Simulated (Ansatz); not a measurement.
The system is Cd.

```xyz
4
Lattice="3.0931 0.0000 0.0000 -1.5465 2.6787 0.0000 0.0000 0.0000 10.4307" Properties=species:S:1:pos:R:3 pbc="T T T"
Cd    1.5465    0.8929    7.8231
Cd    0.0000    0.0000    5.2154
Cd    0.0000    1.7858    2.6077
Cd    0.0000    0.0000    0.0000
```

* Program: Ansatz 0.2.0
* Task: single point
* Functional: PBEsol
* Potentials or basis: all-electron LAPW, scalar-relativistic
* Cutoff: 204 eV (chosen from the basis error)
* Basis error allowed: 0.001 eV/atom
* k mesh: 10 × 10 × 3
* Occupations: fermi-dirac, width 0.05 eV
* Spin: no spin polarisation

On this cell: pressure -1.7 GPa; largest force under 0.003 eV/Å; band gap on the k mesh none (metal or under the smearing width).

The same run follows on a disturbed copy (atoms moved at random, drawn with an rms of 0.05 Å):

```
Cd
1.0
     3.09307    0.00000    0.00000
    -1.54653    2.67868    0.00000
     0.00000    0.00000   10.43074
Cd
4
Direct
  0.68274 0.33257 0.74883
  0.01517 0.01453 0.49761
  0.31728 0.66692 0.24821
  0.98562 0.97746 0.99753
```

**Question.** What does the disturbed cell give?

**Answer.** The energy (extrapolated to zero smearing) moves by +0.4 meV/atom; pressure -1.7 GPa; largest force 0.040 eV/Å; band gap on the k mesh none (metal or under the smearing width).

Forces in eV/Å, atoms in the order of the input:
```
Cd  -0.007 -0.004 -0.039
Cd  -0.007 -0.012  0.027
Cd   0.012 -0.003 -0.018
Cd   0.002  0.020  0.030
```

Stress tensor (GPa, compression positive):
```
-1.72  0.24  0.00
 0.24 -1.68  0.01
 0.00  0.01 -1.61
```
